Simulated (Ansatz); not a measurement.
A 2-atom cell of GaAs started from a crystallographic database: a relaxation of cell and atoms in the PAW code Ansatz (PBEsol). It starts from the PBE minimum.

Input file:
```yaml
crystal:
  lattice:
    - [0.0, 2.8722543143, 2.8722543143]
    - [2.8722543143, 0.0, 2.8722543143]
    - [2.8722543143, 2.8722543143, 0.0]
  atoms:
    - { symbol: Ga, position: [0.0, 0.0, 0.0] }
    - { symbol: As, position: [0.25, 0.25, 0.25] }
kpoints:
  mp_grid: { grid: [8, 8, 8] }
hamiltonian:
  xc: pbesol
scf:
  occupations: { method: fermi_dirac, width: 0.02 }
relax:
  f_tol: 0.005
  cell: {}
output:
  write_density: true
  write_potential: true
  elf: true
  volumetric_format: npy
```

Command: `ansatz run input.yaml --threads 2 --pin off --max-ram 2211MiB --backend cpu --events-out ev --progress --plain --runs-dir out`.

Output, abridged:
```
Pseudopotential: Ga, paw, valence charge 13, recommended cutoff 420 eV (normal)
Pseudopotential: As, paw, valence charge 15, recommended cutoff 420 eV (normal)
Functional definition: PBEsol
Crystal: 2 atoms, lattice volume = 47.391 Å³
Basis set: ecut = 420 eV, 941 PW (Γ)
Bands: 18, of which v1, the nominal top of the filled ones, is band 14 counted from 1 (13 counted from 0)
Symmetry: 24 space group operations
Space group: F-43m (ITA 216)
k-points: 29 of 512 (time reversal used)
preconditioner: auto → none  [insulator: Δε(μ)=0.079 eV  σ=0.020 eV  ℏωp=22.9 eV]
SCF 1 converged in 6 iterations: F = -8556.835561 eV  dr2 = 4.50e-9
relax step 1: F+E_penalty+E_count = -8556.83556081 eV  P = -2.814 GPa  Ω = 47.391 Å³
SCF 2 converged in 5 iterations: F = -8556.854770 eV  dr2 = 1.04e-7
relax step 2: F+E_penalty+E_count = -8556.85476985 eV  P = -0.432 GPa  Ω = 45.583 Å³
SCF 3 converged in 4 iterations: F = -8556.855214 eV  dr2 = 1.96e-8
relax step 3: F+E_penalty+E_count = -8556.85521371 eV  P = +0.041 GPa  Ω = 45.270 Å³
SCF 4 converged in 6 iterations: F = -8556.854847 eV  dr2 = 1.17e-12
relax step 4: F+E_penalty+E_count = -8556.85484736 eV  P = +0.040 GPa  Ω = 45.270 Å³  (SCF on a basis re-selected at this cell)
SCF converged after 6 iterations
Free energy (F): -8556.854847 eV
Fermi energy:    8.248317 eV
--- Forces (eV/Å), atoms counted from 1 ---
  atom   1  Ga      0.00000      0.00000      0.00000
  atom   2  As      0.00000      0.00000      0.00000
--- Stress (GPa, compression-positive) ---
        0.040105       0.000000       0.000000
        0.000000       0.040105       0.000000
        0.000000       0.000000       0.040105
  P = ⅓ Tr σ = 0.0401 GPa (0.401 kbar)
--- Relaxed structure (3 steps of the walk, 3 accepted, 1 SCFs on fresh bases) ---
  F+E_penalty+E_count = -8556.85484736 eV
  cell:  # Å, volume = 45.2699 Å³
    - [0.000000, 2.828742, 2.828742]
    - [2.828742, 0.000000, 2.828742]
    - [2.828742, 2.828742, 0.000000]
  atoms:
    - { symbol: Ga, position: [0.000000, 0.000000, 0.000000] }
    - { symbol: As, position: [0.250000, 0.250000, 0.250000] }
```

Planar averages along the third cell vector, from rho_z.tsv and v_z.tsv (valence density with its augmentation; electrostatic potential energy of an electron, of which only differences have a meaning):
```tsv
z (Å)	ρ (e/Å³)	v_es (eV)
0.00	1.404	2.39
0.15	1.298	1.62
0.30	1.040	1.32
0.44	0.885	1.58
0.59	0.942	2.32
0.74	1.141	3.36
0.89	1.322	4.47
1.04	1.342	5.43
1.19	1.161	6.04
1.33	0.862	6.29
1.48	0.571	6.43
1.63	0.362	6.72
1.78	0.241	7.31
1.93	0.178	8.22
2.07	0.143	9.24
2.22	0.122	10.05
2.37	0.108	10.48
2.52	0.100	10.56
2.67	0.098	10.39
2.82	0.103	9.92
2.96	0.117	9.11
3.11	0.143	8.07
3.26	0.192	6.99
3.41	0.292	6.00
3.56	0.494	5.11
3.70	0.830	4.27
3.85	1.208	3.36
```

The walk took 3 steps and changed the volume by -4.5 %. The last SCF, on a fresh basis, lies 9.6 meV an atom below the first. Final cell: space group F-43m (No. 216), cubic; a = 5.657 Å in the conventional setting, 22.63 Å³ an atom. Around Ga lie 4 As at 2.45 Å; around As lie 4 Ga at 2.45 Å.

Calculated for a static, non-magnetic cell.
